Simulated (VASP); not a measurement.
Wanted: the native input for a VASP 6.6.1 run.

- Task: single point
- Functional: PBEsol
- Potentials or basis: VASP PAW PBE potentials, release 64 (Ga_d, As)
- Cutoff: 520 eV
- k mesh: 8 × 8 × 8
- Occupations: fermi-dirac, width 0.01 eV
- Spin: non-collinear spin, zero start, spin-orbit coupling
- Starting moments: [[0.0, 0.0, 0.0], [0.0, 0.0, 0.0]] μB
- Dipole correction: no
- Further INCAR settings: ALGO = Normal; EDIFF = 1e-07; NBANDS = 30

The structure of GaAs lies in POSCAR:

```
GaAs
1.0
    0.0000000000      2.8290523326      2.8290523326
    2.8290523326      0.0000000000      2.8290523326
    2.8290523326      2.8290523326      0.0000000000
Ga As
1 1
Direct
    0.0000000000      0.0000000000      0.0000000000
    0.7500000000      0.7500000000      0.7500000000
```

These files were run (other wordings do the same):

INCAR

```
SYSTEM = GaAs
PREC = Accurate
ENCUT = 520
EDIFF = 1E-7
ISMEAR = -1
SIGMA = 0.01
LREAL = .False.
LASPH = .True.
NELM = 150
ALGO = Normal
ISIF = 2
LWAVE = .False.
LCHARG = .False.
MAGMOM = 0 0 0 0 0 0
LORBIT = 11
LSORBIT = .True.
GGA_COMPAT = .False.
LORBMOM = .True.
GGA = PS
NBANDS = 30
```

KPOINTS

```
Automatic mesh
0
Gamma
  8 8 8
  0 0 0
```

Potentials or basis: VASP PAW PBE potentials, release 64 (Ga_d, As).

The run is started by

```sh
$ cat potpaw_PBE.64/Ga_d/POTCAR potpaw_PBE.64/As/POTCAR > POTCAR
$ mpirun -np 1 vasp_ncl > vasp.out
```

It gave:

| Property | Result |
| --- | --- |
| Pressure | 0.2 GPa |
| Net moment | 0.00 μB per cell |
| Valence electrons inside the program's atomic spheres | Ga 11.68; As 2.83 |

Caveat: the PAW data sets were made with another functional, which shifts forces and pressure a little.

Wall time 100 s on 1 thread of Intel(R) Xeon(R) Platinum 8488C (Sapphire Rapids), on a shared host, peak memory 0.32 GiB.
